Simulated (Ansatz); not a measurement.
## Mg2Sn: do energies and stresses tell the same story?

All numbers below come from Ansatz, DFT r2SCAN, scalar-relativistic, plane waves, PAW.

Cutoff 500 eV; k points 10×10×10 on the computed 3-atom cell (Γ-centred); Gaussian smearing, width 0.01 eV; no spin polarisation.

Relaxed cell: Fm-3m, a = 6.761 Å, b = 6.761 Å, c = 6.761 Å, α = 90.00°, β = 90.00°, γ = 90.00°, 3 atoms in the primitive cell.

Energies at zero smearing and pressures from the stress tensor, at volumes with shape and atoms relaxed:
| V (Å³/atom) | E − E(first) (meV/atom) | P (GPa) |
| --- | --- | --- |
| 24.213 | 0.00 | 3.23 |
| 24.986 | -11.28 | 1.49 |
| 25.759 | -14.78 | 0.00 |
| 26.532 | -11.60 | -1.28 |
| 27.304 | -2.71 | -2.38 |

Check P = −dE/dV between neighbouring volumes, and get the bulk modulus from the pressures alone.

With 1 eV/Å³ = 160.2 GPa:
```csv
middle V (Å³/atom),−ΔE/ΔV (GPa),mean P (GPa)
24.600,2.338,2.361
25.372,0.725,0.744
26.145,-0.658,-0.641
26.918,-1.844,-1.830
```

The two differ by 0.02 GPa at most. The mean of two end pressures misses the average over a step by about ΔV² P″/12, up to 0.02 GPa here; with that taken off 0.00 GPa remains. Around V = 25.759 Å³/atom, the two neighbours give B = −V ΔP/ΔV = 25.759 × 2.77 / 1.546 = 46.2 GPa, against B0 = 46.0 GPa from the Birch–Murnaghan fit of the energies.

Cost: 6 runs of about 1.5 core-minutes in all, on Intel Xeon Platinum 8375C (Ice Lake) (shared hosts).